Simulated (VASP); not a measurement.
# TiC (P-6m2) in VASP: settings compared, part 2 of 2

VASP 6.6.1. Earlier steps stand in the parts before.

## Step 4: Band structure, TPSS

Contents of INCAR:

```
ALGO = Normal ; EDIFF = 1E-6
ENCUT = 520 ; ISIF = 2
ISMEAR = -1 ; LASPH = True
LCHARG = False ; LMAXMIX = 4
LMIXTAU = True ; LREAL = False
LWAVE = False ; METAGGA = TPSS
NELM = 100 ; PREC = Accurate
SIGMA = 0.05
```

Contents of KPOINTS:

```
k-points
0
Gamma
  10 10 10
```

Contents of POSCAR:

```
TiC
1.0
    3.0420900000      0.0000000000      0.0000000000
   -1.5210400000      2.6345200000      0.0000000000
    0.0000000000      0.0000000000      2.6979700000
Ti C
1 1
Direct
    0.0000000000      0.0000000000      0.5000000000
    0.3333300000      0.6666700000      0.0000000000
```

Contents of KPOINTS_OPT:

```
path GMKGALHA,LM,KH
10
line-mode
reciprocal
 0.0000000000  0.0000000000  0.0000000000  G
 0.5000000000  0.0000000000  0.0000000000  M

 0.5000000000  0.0000000000  0.0000000000  M
 0.3333333333  0.3333333333  0.0000000000  K

 0.3333333333  0.3333333333  0.0000000000  K
 0.0000000000  0.0000000000  0.0000000000  G

 0.0000000000  0.0000000000  0.0000000000  G
 0.0000000000  0.0000000000  0.5000000000  A

 0.0000000000  0.0000000000  0.5000000000  A
 0.5000000000  0.0000000000  0.5000000000  L

 0.5000000000  0.0000000000  0.5000000000  L
 0.3333333333  0.3333333333  0.5000000000  H

 0.3333333333  0.3333333333  0.5000000000  H
 0.0000000000  0.0000000000  0.5000000000  A

 0.5000000000  0.0000000000  0.5000000000  L
 0.5000000000  0.0000000000  0.0000000000  M

 0.3333333333  0.3333333333  0.0000000000  K
 0.3333333333  0.3333333333  0.5000000000  H
```

The run is started by

```sh
cat potpaw_PBE.64/Ti_sv/POTCAR potpaw_PBE.64/C/POTCAR > POTCAR
mpirun -np 1 vasp_std > vasp.out
```

Wall time 2.7 min (1 thread of Intel Xeon Platinum 8375C at 2.90GHz (Ice Lake), shared host); peak memory 0.21 GiB.

The run converged. Its results:

| Property | Result |
| --- | --- |
| Free energy | -25.9572 eV |
| Pressure | 0.2 GPa |
| Band gap along the path | none (metal or under the smearing width) |

Stress tensor (GPa, compression positive):
```
0.08 0.00 0.00
0.00 0.08 0.00
0.00 0.00 0.31
```

Levels at the corners of the path, in eV from the Fermi level:
```csv
point,band 4,band 5,band 6,band 7,band 8,band 9,band 10,band 11,band 12
Γ,-32.75,-12.30,-1.61,-1.61,-0.97,2.34,3.39,3.39,5.74
M,-32.71,-9.93,-4.95,-0.78,-0.27,0.21,3.09,3.51,3.78
M,-32.71,-9.93,-4.95,-0.78,-0.27,0.21,3.09,3.51,3.78
K,-32.70,-9.62,-3.58,-3.40,-0.22,1.89,2.24,2.48,3.47
K,-32.70,-9.62,-3.58,-3.40,-0.22,1.89,2.24,2.48,3.47
Γ,-32.75,-12.30,-1.61,-1.61,-0.97,2.34,3.39,3.39,5.74
Γ,-32.75,-12.30,-1.61,-1.61,-0.97,2.34,3.39,3.39,5.74
A,-33.12,-9.23,-5.62,-0.48,-0.48,1.17,1.17,4.75,4.77
A,-33.12,-9.23,-5.62,-0.48,-0.48,1.17,1.17,4.75,4.77
L,-33.20,-9.12,-4.01,-2.65,-2.23,1.39,3.34,4.40,5.59
L,-33.20,-9.12,-4.01,-2.65,-2.23,1.39,3.34,4.40,5.59
H,-33.35,-8.90,-4.52,-3.73,-0.45,1.03,4.13,4.78,5.33
H,-33.35,-8.90,-4.52,-3.73,-0.45,1.03,4.13,4.78,5.33
A,-33.12,-9.23,-5.62,-0.48,-0.48,1.17,1.17,4.75,4.77
L,-33.20,-9.12,-4.01,-2.65,-2.23,1.39,3.34,4.40,5.59
M,-32.71,-9.93,-4.95,-0.78,-0.27,0.21,3.09,3.51,3.78
K,-32.70,-9.62,-3.58,-3.40,-0.22,1.89,2.24,2.48,3.47
H,-33.35,-8.90,-4.52,-3.73,-0.45,1.03,4.13,4.78,5.33
```

Caveat: the PAW data sets were made with another functional, which shifts forces and pressure a little.

## Step 5: Band structure, r2SCAN50

POSCAR is that of step 4.

Contents of INCAR.step1:

```
SYSTEM = TiC
ALGO = Normal ; EDIFF = 1E-5
ENCUT = 520 ; GGA = PE
ISIF = 2 ; ISMEAR = -1
LASPH = .True. ; LCHARG = .False.
LMAXMIX = 4 ; LREAL = .False.
LWAVE = .True. ; NBANDS = 15
NELM = 100 ; PREC = Accurate
SIGMA = 0.05
```

Contents of INCAR.step2:

```
SYSTEM = TiC
AEXX = 0.5 ; ALGO = Normal
EDIFF = 1E-7 ; ENCUT = 520
HFRCUT = -1 ; ISIF = 2
ISMEAR = -1 ; ISTART = 1
LASPH = .True. ; LCHARG = .False.
LHFCALC = .True. ; LMAXMIX = 4
LMIXTAU = .True. ; LREAL = .False.
LWAVE = .False. ; METAGGA = R2SCAN
NBANDS = 15 ; NELM = 100
PREC = Accurate ; PRECFOCK = Fast
SIGMA = 0.05
```

Contents of KPOINTS:

```
k-points
0
Gamma
  5 5 5
  0 0 0
```

KPOINTS_OPT is that of step 4.

Potentials or basis: VASP PAW PBE potentials, release 64 (Ti_sv, C).

The run is started by

```sh
cat potpaw_PBE.64/Ti_sv/POTCAR potpaw_PBE.64/C/POTCAR > POTCAR
cp INCAR.step1 INCAR
mpirun -np 1 vasp_std > vasp.out
cp INCAR.step2 INCAR
mpirun -np 1 vasp_std > vasp.out
```

OUTCAR:

```text
SYSTEM = TiC
   AEXX = 0.5
   EDIFF = 1E-7
   ENCUT = 520
   ISIF = 2
   ISMEAR = -1
   ISTART = 1
   LASPH = .True.
   LHFCALC = .True.
   LREAL = .False.
   METAGGA = R2SCAN
   NELM = 100
   PREC = Accurate
   PRECFOCK = Fast

 ion  position               nearest neighbor table
   1  0.000  0.000  0.500-   2 2.21   2 2.21   2 2.21   2 2.21   2 2.21   2 2.21
   2  0.333  0.667  0.000-   1 2.21   1 2.21   1 2.21   1 2.21   1 2.21   1 2.21

  LATTYP: Found a hexagonal cell.
 ALAT       =     3.0420900000
 C/A-ratio  =     0.8868804013

  Lattice vectors:

 A1 = (   3.0420900000,   0.0000000000,   0.0000000000)
 A2 = (  -1.5210400000,   2.6345200000,   0.0000000000)
 A3 = (   0.0000000000,   0.0000000000,   2.6979700000)

Analysis of symmetry for initial positions (statically):
=====================================================================
 Subroutine PRICEL returns:
 Original cell was already a primitive cell.

 Routine SETGRP: Setting up the symmetry group for a
 hexagonal supercell.

 Subroutine GETGRP returns: Found  4 space group operations
 (whereof  4 operations were pure point group operations)
 out of a pool of 24 trial point group operations.

The static configuration has the point symmetry C_2v.

[... 176 lines left out ...]
  band No.  band energies     occupation
      1     -59.3709      2.00000
      2     -31.8061      2.00000
      3     -31.8061      2.00000
      4     -31.3842      2.00000
      5      -8.1244      2.00000
      6       5.4305      2.00000
      7       5.4306      2.00000
      8       6.7062      2.00000
      9      12.6212      0.00000
     10      14.3081      0.00000
     11      14.3082      0.00000
     12      17.3830      0.00000
     13      17.3832      0.00000
     14      18.3753      0.00000
[... 401 lines left out ...]
      2     -32.1013      2.00000
      3     -32.0192      2.00000
      4     -31.8284      2.00000
      5      -4.3494      2.00000
      6       2.3115      2.00000
      7       3.3470      2.00000
      8       5.6703      2.00000
      9      11.1858      0.00000
     10      14.2438      0.00000
     11      15.8427      0.00000
     12      16.2625      0.00000
     13      18.6664      0.00000
     14      22.6901      0.00000
     15      24.7865      0.00000

 [... further k-points ...]
[... 5 lines left out ...]
  --------------------------------------------------------------------------------------
  -------------------------------------------------------------------------------------
  Total       -0.7070928     -0.7071143     -2.5692043     -0.0000233      0.0000000      0.0000000
  in kB      -52.3933661    -52.3949602   -190.3700174     -0.0017287      0.0000000      0.0000000
  external PRESSURE =     -98.3861146 kB  Pullay stress =       0.0000000 kB

 VOLUME and BASIS-vectors are now :
 -----------------------------------------------------------------------------
  energy-cutoff  :      520.00
  volume of cell :       21.62
      direct lattice vectors                 reciprocal lattice vectors
     3.042090000  0.000000000  0.000000000     0.328721372  0.189787269  0.000000000
    -1.521040000  2.634520000  0.000000000     0.000000000  0.379575786  0.000000000
     0.000000000  0.000000000  2.697970000     0.000000000  0.000000000  0.370649044

 POSITION                                       TOTAL-FORCE (eV/Angst)
 -----------------------------------------------------------------------------------
      0.00000      0.00000      1.34899        -0.000152      0.000088      0.000000
     -0.00001      1.75636      0.00000         0.000152     -0.000088      0.000000
 -----------------------------------------------------------------------------------
    total drift:                                0.000054      0.000091     -0.000000

  FREE ENERGIE OF THE ION-ELECTRON SYSTEM (eV)
  ---------------------------------------------------
  free  energy   TOTEN  =       -29.9850468703 eV

  energy  without entropy=      -29.9850466689  energy(sigma->0) =      -29.98504677
```

OSZICAR.step1:

```text
N       E                     dE             d eps       ncg     rms          rms(c)
DAV:   1     0.129742973008E+03    0.12974E+03   -0.80962E+03   810   0.126E+03
DAV:   2    -0.112551072506E+02   -0.14100E+03   -0.12968E+03   873   0.336E+02
DAV:   3    -0.230029984388E+02   -0.11748E+02   -0.11581E+02  1444   0.872E+01
DAV:   4    -0.232681590295E+02   -0.26516E+00   -0.26500E+00   894   0.126E+01
DAV:   5    -0.232741915442E+02   -0.60325E-02   -0.60324E-02  1093   0.156E+00    0.175E+01
DAV:   6    -0.187019410793E+02    0.45723E+01   -0.12774E+01  1187   0.575E+01    0.946E+00
DAV:   7    -0.174198956029E+02    0.12820E+01   -0.31467E+00   996   0.269E+01    0.484E+00
DAV:   8    -0.173700614239E+02    0.49834E-01   -0.19186E-01   915   0.472E+00    0.305E+00
DAV:   9    -0.173543554378E+02    0.15706E-01   -0.10275E-01  1188   0.431E+00    0.681E-01
DAV:  10    -0.173534257952E+02    0.92964E-03   -0.13049E-02   951   0.130E+00    0.453E-01
DAV:  11    -0.173522752030E+02    0.11506E-02   -0.24471E-03   926   0.704E-01    0.191E-01
DAV:  12    -0.173519388837E+02    0.33632E-03   -0.37543E-04  1089   0.324E-01    0.348E-02
DAV:  13    -0.173519347597E+02    0.41240E-05   -0.48412E-05   887   0.783E-02
   1 F= -.17351935E+02 E0= -.17348284E+02  d E =-.730076E-02
```

Run time: 44 min. Hardware: 1 thread of Intel Xeon Platinum 8375C at 2.90GHz (Ice Lake), shared host; peak memory 0.17 GiB.

Results:

| Property | Result |
| --- | --- |
| Free energy | -29.9850 eV |
| Pressure | -9.8 GPa |
| Band gap along the path | none (metal or under the smearing width) |

Levels at the corners of the path, in eV from the Fermi level:
| point | band 5 | band 6 | band 7 | band 8 | band 9 | band 10 | band 11 | band 12 |
| --- | --- | --- | --- | --- | --- | --- | --- | --- |
| Γ | -16.64 | -3.09 | -3.09 | -1.81 | 4.10 | 5.79 | 5.79 | 8.87 |
| M | -13.70 | -7.73 | -1.37 | -0.95 | -0.95 | 5.25 | 6.37 | 6.67 |
| M | -13.70 | -7.73 | -1.37 | -0.95 | -0.95 | 5.25 | 6.37 | 6.67 |
| K | -13.27 | -6.09 | -5.46 | -1.03 | 4.36 | 4.55 | 4.65 | 6.32 |
| K | -13.27 | -6.09 | -5.46 | -1.03 | 4.36 | 4.55 | 4.65 | 6.32 |
| Γ | -16.64 | -3.09 | -3.09 | -1.81 | 4.10 | 5.79 | 5.79 | 8.87 |
| Γ | -16.64 | -3.09 | -3.09 | -1.81 | 4.10 | 5.79 | 5.79 | 8.87 |
| A | -12.81 | -8.44 | -1.81 | -1.81 | 3.42 | 3.42 | 7.16 | 7.16 |
| A | -12.81 | -8.44 | -1.81 | -1.81 | 3.42 | 3.42 | 7.16 | 7.16 |
| L | -12.67 | -6.40 | -4.81 | -4.22 | 3.51 | 6.32 | 7.46 | 8.38 |
| L | -12.67 | -6.40 | -4.81 | -4.22 | 3.51 | 6.32 | 7.46 | 8.38 |
| H | -12.38 | -7.06 | -6.10 | -2.24 | 3.56 | 7.09 | 7.52 | 8.71 |
| H | -12.38 | -7.06 | -6.10 | -2.24 | 3.56 | 7.09 | 7.52 | 8.71 |
| A | -12.81 | -8.44 | -1.81 | -1.81 | 3.42 | 3.42 | 7.16 | 7.16 |
| L | -12.67 | -6.40 | -4.81 | -4.22 | 3.51 | 6.32 | 7.46 | 8.38 |
| M | -13.70 | -7.73 | -1.37 | -0.95 | -0.95 | 5.25 | 6.37 | 6.67 |
| K | -13.27 | -6.09 | -5.46 | -1.03 | 4.36 | 4.55 | 4.65 | 6.32 |
| H | -12.38 | -7.06 | -6.10 | -2.24 | 3.56 | 7.09 | 7.52 | 8.71 |

Caveat: the k mesh is coarse (spacing up to 0.48 Å⁻¹), so the values aren't converged, least of all with exact exchange; the PAW data sets were made with another functional, which shifts forces and pressure a little.

## Step 6: Overview

| level | k mesh | grid for exact exchange (PRECFOCK) | exchange at q = 0 | mesh quality | pressure (GPa) |
| --- | --- | --- | --- | --- | --- |
| SCAN | 10 × 10 × 10 | - | - | not flagged | -1.5 |
| rSCAN | 10 × 10 × 10 | - | - | not flagged | -1.3 |
| TPSS | 10 × 10 × 10 | - | - | not flagged | 0.2 |
| r2SCAN50 | 5 × 5 × 5 | Fast | truncated | coarse | -9.8 |

Alike in all rows: task band structure; potentials or basis VASP PAW PBE potentials, release 64 (Ti_sv, C); no spin polarisation; cell as given; cutoff (eV) 520; smearing fermi-dirac 0.05 eV.

Caveats: some runs use coarse meshes; the PAW data sets were made with another functional, which shifts forces and pressure a little.

Total energies depend on the potentials used, so only differences within one code and one set of settings carry meaning.
